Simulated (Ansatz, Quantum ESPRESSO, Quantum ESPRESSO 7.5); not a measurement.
## Band edges of In2Se2, 1 layer under strain

Wanted: deformation of the bands of In2Se2, 1 layer, driven from Python.

Calculated with Quantum ESPRESSO 7.5; plane-wave DFT, PBE, GBRV ultrasoft pseudopotentials (geometry by Ansatz 0.2.0 with PAW datasets; geometry under PBE).

## 1. The structure

The cell holds 4 atoms: 2 Se and 2 In. Cell: a = 4.134 Å, b = 4.134 Å, c = 20.143 Å, α = 90.0°, β = 90.0°, γ = 120.0°. It derives from In2Se2. Vacuum lies along c.

## 2. Relaxation with Ansatz

A relaxation in Ansatz fixes the structure of this slab for the runs on it.

File input.yaml:

```yaml
crystal:
  lattice:
    - [4.134, 0.0, 0.0]
    - [-2.067, 3.5801490192, 0.0]
    - [0.0, 0.0, 20.1429094641]
  atoms:
    - { symbol: Se, position: [0.3333333333, 0.6666666667, 0.3723394584] }
    - { symbol: In, position: [0.0, 0.0, 0.4295037292] }
    - { symbol: In, position: [0.0, 0.0, 0.5704962708] }
    - { symbol: Se, position: [0.3333333333, 0.6666666667, 0.6276605416] }
kpoints:
  mp_grid: { grid: [6, 6, 1] }
hamiltonian:
  xc: pbe
scf:
  occupations: { method: fermi_dirac, width: 0.05 }
  convergence: { dr2_threshold: 1.0e-08 }
efield:
  axis: 3
  dipole_correction: true
  ramp_position: 0.97
  ramp_width: 0.04
relax:
  f_tol: 0.01
  cell: { fix: [c, alpha, beta] }
output:
  write_potential: true
  write_density: true
  volumetric_format: npy
```

Started as:

```console
$ ansatz run input.yaml --threads 4 --pin off --max-ram 8192MiB --backend cpu --events-out ev --progress --plain --runs-dir out
```

Numbers of over 12 decimals in the logs are rounded to 6 here.

What it wrote:

```text
Warning: relax.cell: scf.convergence.dr2_threshold = 1e-8 eV is looser than the 4e-10 eV advised for a relaxation that steers and ends on the stress (1e-10 eV for each atom of the cell: 4). What an SCF threshold leaves in a stress goes as its square root, and in the free energy as the threshold itself, and one threshold admits the most on a small cell: [figures from the program's tests cut] Set scf.convergence.dr2_threshold to 4e-10 eV or tighter. The threshold is an SCF's pass mark: one that does not reach it within its budget of iterations ends unconverged, or closes short of it on a stop that the run arms, and scf.convergence.dr2_threshold's page says what that costs each kind of run
Engine: ansatz 0.2.0, aarch64-unknown-linux-gnu
Pseudopotentials: kind: paw
Pseudopotential: Se, paw, valence charge 16, recommended cutoff 420 eV (normal), Se.paw.azcp
Pseudopotential: In, paw, valence charge 13, recommended cutoff 420 eV (normal), In.paw.azcp
Functional definition: PBE
  parameter kappa = 0.804
  parameter beta = 0.066725
  exchange = pbe_x(kappa = kappa, mu = beta*pi^2/3)
  correlation = pbe_c(beta = beta)
Crystal: 4 atoms, lattice volume = 298.122 Å³
Basis set: ecut = 420 eV, 5767 PW (Γ), exchange–correlation on 60×60×270 points (8 copies of the dense FFT grid, shifted against one another)
Bands: 35, of which v1, the nominal top of the filled ones, is band 29 counted from 1 (28 counted from 0)
Symmetry: 6 space group operations
k-points: 7 of 36 (time reversal used)
Non-local potential: Se, projectors of the file, l = 0: 2, l = 1: 2, l = 2: 3, l = 3: 1
Non-local potential: In, projectors of the file, l = 0: 2, l = 1: 2, l = 2: 2, l = 3: 2
PAW form: soft (Blöchl's): semilocal exchange-correlation on the pseudo side does not see the compensation charge
PAW one-centre angular grid: Se, 590 points (default); XC on 64 Gauss nodes
PAW one-centre angular grid: In, 590 points (default); XC on 64 Gauss nodes
Initial density: superposition of atomic densities (neutral atoms: chi_scale 0, normalization atom), corrected by the library's trained network
Initial wavefunctions: pseudopotential atomic-orbital guess
Functional: x = pbe(κ = 0.804, μ = 0.219515), c = pbe(β = 0.066725)
SCF iter   1: F=—  HF=-22135.874305 eV  |F-HF|=—  |Δ(HF+E_count)|=         —  Δρ=1.33e-3  dr2=1.04e-2  ethr=1.77e-3  p=-0.000 e·Å  D=-3.07e-5 V/Å  ΔV_dip=0.00 eV  dr2_dipole=1.83e-8  V_vac-E_F(+/−)=5.11/5.11 eV  ⟨swp⟩=7.9  Hψ=1167  notcnv=0
efield: sawtooth ramp at fractional position 0.9700 (set: `efield.ramp_position`, or a place that a band, a saddle search or an elastic batch's reference lends), width 0.0400; the density the first Hamiltonian is built on has a dipole p = -0.000 e·Å; the dipole correction subtracts the counter field D = -3.07e-5 V/Å, which shifts the + side's vacuum level by +0.00 eV against the − side's; the planar-averaged density in the ramp window peaks in size at 9.6e-6 e/Å³
preconditioner: auto → Resta (q_TF=auto, 2.077 Å⁻¹)  ε∞=1.9  [insulator: Δε(μ)=0.941 eV  Ē_g=13.816 eV  σ=0.050 eV  W_gap=1.00  n_scr=54 (ndim 8)  ℏωp=13.3 eV  f_vac=0.590  D(μ)=0.00/eV (n_scr^D=0)  ε∞_Penn≈1.9  vacuum switching on, ρ_ref=1.4e-2 e/Å³]
SCF iter   2: F=—  HF=-22135.873581 eV  |F-HF|=—  |Δ(HF+E_count)|=   7.24e-4  Δρ=4.80e-4  dr2=1.85e-3  ethr=1.80e-5  p=-0.000 e·Å  D=-6.63e-5 V/Å  ΔV_dip=0.00 eV  dr2_dipole=3.24e-7  V_vac-E_F(+/−)=5.11/5.11 eV  ⟨swp⟩=2.0  Hψ=394  notcnv=0  defer=7
SCF iter   3: F=—  HF=-22135.873564 eV  |F-HF|=—  |Δ(HF+E_count)|=   1.67e-5  Δρ=2.79e-4  dr2=3.07e-4  ethr=3.18e-6  p=0.000 e·Å  D=7.99e-5 V/Å  ΔV_dip=-0.00 eV  dr2_dipole=6.73e-7  V_vac-E_F(+/−)=5.14/5.14 eV  ⟨swp⟩=2.0  Hψ=276  notcnv=0  defer=7
SCF iter   4: F=—  HF=-22135.873783 eV  |F-HF|=—  |Δ(HF+E_count)|=   2.19e-4  Δρ=1.13e-4  dr2=7.54e-5  ethr=5.30e-7  p=-0.001 e·Å  D=-3.70e-4 V/Å  ΔV_dip=0.01 eV  dr2_dipole=1.15e-5  V_vac-E_F(+/−)=5.15/5.15 eV  ⟨swp⟩=2.0  Hψ=306  notcnv=0  defer=7
SCF iter   5: F=—  HF=-22135.873832 eV  |F-HF|=—  |Δ(HF+E_count)|=   4.91e-5  Δρ=6.21e-5  dr2=9.60e-5  ethr=1.30e-7  p=0.001 e·Å  D=6.80e-4 V/Å  ΔV_dip=-0.01 eV  dr2_dipole=4.21e-5  V_vac-E_F(+/−)=5.15/5.16 eV  ⟨swp⟩=2.0  Hψ=304  notcnv=0  defer=7
SCF iter   6: F=—  HF=-22135.873828 eV  |F-HF|=—  |Δ(HF+E_count)|=   4.46e-6  Δρ=1.48e-5  dr2=9.84e-7  ethr=1.30e-7  p=0.000 e·Å  D=1.96e-5 V/Å  ΔV_dip=-0.00 eV  dr2_dipole=1.07e-7  V_vac-E_F(+/−)=5.16/5.16 eV  ⟨swp⟩=1.6  Hψ=245  notcnv=0  defer=7
SCF iter   7: F=—  HF=-22135.873863 eV  |F-HF|=—  |Δ(HF+E_count)|=   3.50e-5  Δρ=5.17e-6  dr2=9.25e-8  ethr=1.70e-9  p=-0.000 e·Å  D=-1.23e-5 V/Å  ΔV_dip=0.00 eV  dr2_dipole=9.92e-10  V_vac-E_F(+/−)=5.16/5.16 eV  ⟨swp⟩=2.9  Hψ=461  notcnv=0  defer=7
SCF iter   8: F=—  HF=-22135.873863 eV  |F-HF|=—  |Δ(HF+E_count)|=   1.33e-7  Δρ=1.49e-6  dr2=1.20e-8  ethr=1.59e-10  p=-0.000 e·Å  D=-3.72e-6 V/Å  ΔV_dip=0.00 eV  dr2_dipole=6.79e-10  V_vac-E_F(+/−)=5.16/5.16 eV  ⟨swp⟩=2.0  Hψ=372  notcnv=0  defer=7
SCF iter   9: F=-22135.873863 eV  HF=-22135.873863 eV  |F-HF|=7.97e-10  |Δ(HF+E_count)|=   5.97e-9  Δρ=4.40e-7  dr2=6.08e-10  ethr=1.72e-11  p=-0.000 e·Å  D=-6.82e-6 V/Å  ΔV_dip=0.00 eV  dr2_dipole=9.97e-11  V_vac-E_F(+/−)=5.16/5.16 eV  ⟨swp⟩=8.1  Hψ=1425  notcnv=0
SCF 1 converged in 9 iterations: F = -22135.873863 eV  dr2 = 6.08e-10
  greatest PAW one-centre occupation: 1.000 electrons in one spin orbital (limit 2), on the Se atom at site 3 (counted from 0), in its partial waves of l = 2
relax step   1: F+E_penalty+E_count = -22135.87386302 eV  Δ(F+E_penalty+E_count) = +0.000e0 eV  max|allowed force component| = 5.722e-1 eV/Å  Δτ_max = 0.0000 Å  P = +0.478 GPa  Ω = 298.122 Å³  fix = [c, alpha, beta]  reactions: c +0.639 GPa  (9 SCF iters, accepted)
Crystal: 4 atoms, lattice volume = 292.359 Å³
Basis set: ecut = 420 eV, 5707 PW (Γ), exchange–correlation on 60×60×270 points (8 copies of the dense FFT grid, shifted against one another)
Initial density: handed on by an earlier stage of this run
Initial wavefunctions: those handed on with the density
iter 1 solved again at ethr=2.26e-4 eV; its pass at ethr=3.10e-3 eV (dr2=1.31e-1 eV) is discarded
SCF iter   1: F=—  HF=-22135.871912 eV  |F-HF|=—  |Δ(HF+E_count)|=         —  Δρ=4.24e-3  dr2=1.31e-1  ethr=2.26e-4  p=0.000 e·Å  D=3.86e-6 V/Å  ΔV_dip=-0.00 eV  dr2_dipole=8.42e-10  V_vac-E_F(+/−)=5.24/5.24 eV  ⟨swp⟩=1.0  Hψ=1250  notcnv=0
[...]
SCF iter   7: F=—  HF=-22135.931396 eV  |F-HF|=—  |Δ(HF+E_count)|=   6.07e-6  Δρ=8.47e-6  dr2=1.59e-7  ethr=1.63e-8  p=0.000 e·Å  D=1.96e-5 V/Å  ΔV_dip=-0.00 eV  dr2_dipole=6.31e-9  V_vac-E_F(+/−)=5.21/5.21 eV  ⟨swp⟩=2.0  Hψ=274  notcnv=0
SCF iter   8: F=—  HF=-22135.931396 eV  |F-HF|=—  |Δ(HF+E_count)|=   3.22e-7  Δρ=2.21e-6  dr2=1.30e-8  ethr=2.73e-10  p=0.000 e·Å  D=1.23e-5 V/Å  ΔV_dip=-0.00 eV  dr2_dipole=5.25e-10  V_vac-E_F(+/−)=5.21/5.21 eV  ⟨swp⟩=2.0  Hψ=445  notcnv=0
SCF iter   9: F=-22135.931396 eV  HF=-22135.931396 eV  |F-HF|=6.95e-10  |Δ(HF+E_count)|=   7.92e-9  Δρ=5.22e-7  dr2=6.24e-10  ethr=1.72e-11  p=0.000 e·Å  D=9.90e-6 V/Å  ΔV_dip=-0.00 eV  dr2_dipole=1.01e-12  V_vac-E_F(+/−)=5.21/5.21 eV  ⟨swp⟩=8.0  Hψ=1496  notcnv=0
SCF 3 converged in 9 iterations: F = -22135.931396 eV  dr2 = 6.24e-10
relax step   3: F+E_penalty+E_count = -22135.93139592 eV  Δ(F+E_penalty+E_count) = -5.753e-2 eV  max|allowed force component| = 7.455e-2 eV/Å  Δτ_max = 0.0943 Å  P = -0.091 GPa  Ω = 295.339 Å³  energy of the carried Pulay correction = +2.026e-4 eV  fix = [c, alpha, beta]  reactions: c +0.030 GPa  (9 SCF iters, accepted)
[...]
relax step   4: F+E_penalty+E_count = -22135.93458930 eV  Δ(F+E_penalty+E_count) = -3.193e-3 eV  max|allowed force component| = 3.044e-2 eV/Å  Δτ_max = 0.0176 Å  P = -0.064 GPa  Ω = 292.485 Å³  energy of the carried Pulay correction = +4.138e-4 eV  fix = [c, alpha, beta]  reactions: c -0.007 GPa  (8 SCF iters, accepted)
[...]
relax step   5: F+E_penalty+E_count = -22135.93501940 eV  Δ(F+E_penalty+E_count) = -4.301e-4 eV  max|allowed force component| = 8.599e-3 eV/Å  Δτ_max = 0.0047 Å  P = -0.018 GPa  Ω = 291.289 Å³  energy of the carried Pulay correction = +5.033e-4 eV  fix = [c, alpha, beta]  reactions: c -0.023 GPa  (7 SCF iters, accepted)
Initial wavefunctions: pseudopotential atomic-orbital guess (no wavefunctions were taken with the density)
iter 1 solved again at ethr=5.74e-8 eV; its pass at ethr=3.10e-3 eV (dr2=3.33e-5 eV) is discarded
SCF iter   1: F=—  HF=-22135.934452 eV  |F-HF|=—  |Δ(HF+E_count)|=         —  Δρ=2.22e-5  dr2=2.64e-7  ethr=5.74e-8  p=0.000 e·Å  D=9.90e-6 V/Å  ΔV_dip=-0.00 eV  dr2_dipole=3.93e-11  V_vac-E_F(+/−)=5.19/5.19 eV  ⟨swp⟩=4.0  Hψ=1910  notcnv=0
efield: sawtooth ramp at fractional position 0.9700 (set: `efield.ramp_position`, or a place that a band, a saddle search or an elastic batch's reference lends), width 0.0400; the density the first Hamiltonian is built on has a dipole p = 0.000 e·Å; the dipole correction subtracts the counter field D = 9.90e-6 V/Å, which shifts the + side's vacuum level by -0.00 eV against the − side's; the planar-averaged density in the ramp window peaks in size at 1.2e-5 e/Å³
preconditioner: auto → Resta (q_TF=auto, 2.085 Å⁻¹)  ε∞=2.0  [insulator: Δε(μ)=1.398 eV  Ē_g=13.727 eV  σ=0.050 eV  W_gap=1.00  n_scr=54 (ndim 8)  ℏωp=13.4 eV  f_vac=0.579  D(μ)=0.00/eV (n_scr^D=0)  ε∞_Penn≈2.0  vacuum switching on, ρ_ref=1.4e-2 e/Å³]
SCF iter   2: F=—  HF=-22135.934513 eV  |F-HF|=—  |Δ(HF+E_count)|=   6.10e-5  Δρ=1.02e-5  dr2=5.63e-8  ethr=4.55e-10  p=0.000 e·Å  D=1.18e-5 V/Å  ΔV_dip=-0.00 eV  dr2_dipole=1.06e-10  V_vac-E_F(+/−)=5.19/5.19 eV  ⟨swp⟩=2.0  Hψ=445  notcnv=0
SCF iter   3: F=-22135.934513 eV  HF=-22135.934513 eV  |F-HF|=1.20e-9  |Δ(HF+E_count)|=   6.29e-8  Δρ=2.58e-6  dr2=7.40e-9  ethr=1.72e-11  p=0.000 e·Å  D=6.24e-6 V/Å  ΔV_dip=-0.00 eV  dr2_dipole=1.83e-9  V_vac-E_F(+/−)=5.19/5.19 eV  ⟨swp⟩=9.3  Hψ=1764  notcnv=0
SCF 6 converged in 3 iterations: F = -22135.934513 eV  dr2 = 7.40e-9
relax step   6: F+E_penalty+E_count = -22135.93451264 eV  Δ(F+E_penalty+E_count) = +5.068e-4 eV  max|allowed force component| = 8.536e-3 eV/Å  Δτ_max = 0.0000 Å  P = -0.019 GPa  Ω = 291.289 Å³  fix = [c, alpha, beta]  reactions: c -0.023 GPa  stress off target by 1.65e-2 GPa on what of the cell is left free  SCF on the basis re-selected at this cell (its energy is not comparable with the rows above)  (3 SCF iters)
basis re-selected at this cell: Δ(F+E_penalty+E_count) = +5.068e-4 eV, ΔP = -0.000 GPa vs the last step (what re-selecting the basis moved, of the pressure what is left beyond the Pulay correction that the steps carried, after the strain that the cell walked since its last selection, with what the two solves' SCF thresholds leave and, on support functions, any second-order correction that the steps lacked; it is no m [...]
WARN: The output density's exchange-correlation potential varies sharply where the density is thin. Do not read a vacuum level from v_tot or v_xc, or from such a field of the output density. On a cell that repeats whose density bears no net charge and no dipole along the vacuum's axis use v_es (v_loc + v_h of the components); under efield.dipole_correction with no amplitude use v_es + v_field, which holds any externa [...]
SCF converged after 3 iterations
Free energy (F): -22135.934513 eV
Harris-Foulkes:  -22135.934513 eV  (|F-HF|=1.20e-9)
Internal energy: -22135.934512 eV  (E = F + TS)
E sigma→0 (E₀):  -22135.934513 eV
Entropy (-TS):   -0.000000 eV (-0.000 meV/atom)
Fermi energy:    -0.160210 eV
Dipole field:    D = 0.000054 V/Å  (p = 0.000087 e·Å, saw-weighted, corrected)
Work function:   Φ+ = 5.1908 eV   Φ− = 5.1919 eV
Levels:          The Fermi level and band energies are counted from a zero that moves with the ramp; work functions are not
--- Per-component energies (eV) ---
  E_band       = -1342.493066
  E_kinetic    = 720.541834
  E_local      = -34542.391947  (includes V_loc(G=0)·N_el)
  E_nonlocal   = -457.013382
  E_hartree    = 16749.397652
  E_xc         = -637.596669
  E_vxc        = -392.934482  (∫ρ·V_xc dr)
  E_paw        = -12132.842706  (= ΣΔE_a)
  E_vpaw       = -169.489264  (= ΣTr[D̂ρ^β])
  E_aug_tail   = -0.001160  (compensation charges beyond the density's cutoff)
  E_efield     = 0.000000  (sawtooth field / dipole correction)
  E_vefield    = -0.000630  (∫n·V_field dr)
  E_ewald      = 8163.971866
  E_smearing   = -0.000000  (= −TS)
  E_closure    = 0.000000  (closes the sum)
  Σ components = -22135.934513   (vs F -22135.934513, Δ=0.00e0)
--- Forces (eV/Å), atoms counted from 1 ---
  atom   1  Se    -0.00000000     0.00000000     0.00846490
  atom   2  In     0.00000000    -0.00000000    -0.00126153
  atom   3  In     0.00000000    -0.00000000     0.00132806
  atom   4  Se    -0.00000000     0.00000000    -0.00853783
  max |Σ_I F_I| component: 6.40e-6 eV/Å
--- Stress (GPa, compression-positive) ---
       -0.016513      -0.000000       0.000000
        0.000000      -0.016513       0.000000
        0.000000       0.000000      -0.023182
  P = ⅓ Tr σ = -0.0187 GPa (-0.187 kbar)
--- Band table (eV; the first three rows and the last of 7) ---
  k-point 0: bands = [... 25 lower, -1.4958, -1.4237, -1.4237, -0.9718, 0.4917, 1.7101, 3.9696, 3.9696, ... 2 higher]
  k-point 1: bands = [... 25 lower, -2.3569, -1.7856, -1.6812, -0.9065, 1.4006, 2.4148, 3.2980, 4.1855, ... 2 higher]
  k-point 2: bands = [... 25 lower, -2.5896, -2.2726, -2.1212, -1.2647, 1.5423, 1.5434, 3.5569, 3.7896, ... 2 higher]
  k-point 6: bands = [... 25 lower, -3.6407, -2.6223, -2.1792, -1.9769, 1.6909, 2.0391, 3.1040, 4.1451, ... 2 higher]
--- Relaxed structure (5 steps of the walk, 4 accepted, 1 SCFs on fresh bases) ---
  F+E_penalty+E_count = -22135.93451264 eV   max|allowed force component| = 8.536e-3 eV/Å   (the final SCF, on the basis selected at the relaxed cell)
  cell:  # Å, volume = 291.2893 Å³
    - [4.086353, 0.0, 0]
    - [-2.043176, 3.538885, 0]
    - [0, 0, 20.1429094641]
  atoms:
    - { symbol: Se, position: [0.333333, 0.666667, 0.366550] }
    - { symbol: In, position: [0, -3.700743415524894e-17, 0.429842] }
    - { symbol: In, position: [0, -3.700743415524894e-17, 0.570158] }
    - { symbol: Se, position: [0.333333, 0.666667, 0.633450] }
```

Run time: 8.1 s. Hardware: 4 threads of Arm Neoverse V2, shared host; peak memory 0.59 GiB.

The steps of the relaxation:

```tsv
step	energy less that of the first step (eV)	largest force component (eV/Å)	pressure (GPa)	volume (Å³)
1	0.0000	0.5722	0.48	298.12
2	0.0332	1.0343	-0.74	292.36
3	-0.0575	0.0745	-0.09	295.34
4	-0.0607	0.0304	-0.06	292.48
5	-0.0612	0.0086	-0.02	291.29
6*	-0.0606	0.0085	-0.02	291.29
```

Relaxation steps marked * repeat the geometry before them on a plane-wave basis chosen anew for their cell, so energy and pressure can jump there. Relaxation step 2 was tried and not accepted.

```tsv
cell as run	before	after	change
a (Å)	4.134	4.086	-1.2 %
b (Å)	4.134	4.086	-1.2 %
```

The atoms that moved most (Å, along periodic axes as changes of fractional coordinates times the final cell, across vacuum about the mean position):

```tsv
atom	dx	dy	dz	length
Se4	0.000	0.000	0.117	0.117
Se1	0.000	0.000	-0.117	0.117
In3	0.000	0.000	-0.007	0.007
In2	0.000	0.000	0.007	0.007
```

The relaxed structure:

```cif
data_structure
_symmetry_space_group_name_H-M 'P 1'
_symmetry_Int_Tables_number 1
_cell_length_a 4.0864
_cell_length_b 4.0864
_cell_length_c 20.1429
_cell_angle_alpha 90.000
_cell_angle_beta 90.000
_cell_angle_gamma 120.000
_cell_volume 291.29
loop_
_atom_site_label
_atom_site_type_symbol
_atom_site_fract_x
_atom_site_fract_y
_atom_site_fract_z
_atom_site_occupancy
Se1 Se 0.33333 0.66667 0.36655 1
In2 In 0.00000 0.00000 0.42984 1
In3 In 0.00000 0.00000 0.57016 1
Se4 Se 0.33333 0.66667 0.63345 1
```

Read from the output:

- free energy: -22135.9345 eV
- Fermi energy: -0.1602 eV
- gap by band count: 1.398 eV
- symmetry operations: 6
- dipole along the normal: 8.69e-5 e·Å
- vacuum level at the upper face over a Fermi level inside the gap: 5.191 eV
- vacuum level at the lower face over a Fermi level inside the gap: 5.192 eV

(Part 1 of 2 ends here.)

[Logs are printed without paths, hosts, clocks, repeated set-up lines and the standing remarks that a program may print on its own settings, such as how far it seeks lower states.]

[Hosts, paths, dates, database ids (printed as entryN), source tags and the programs' standing remarks are cut or masked in the printed files.]

[Maps of the electrostatic potential energy from Ansatz leave out the sawtooth potential of an applied field or a dipole correction, so their vacuum need not be flat; planar profiles and work functions include it.]
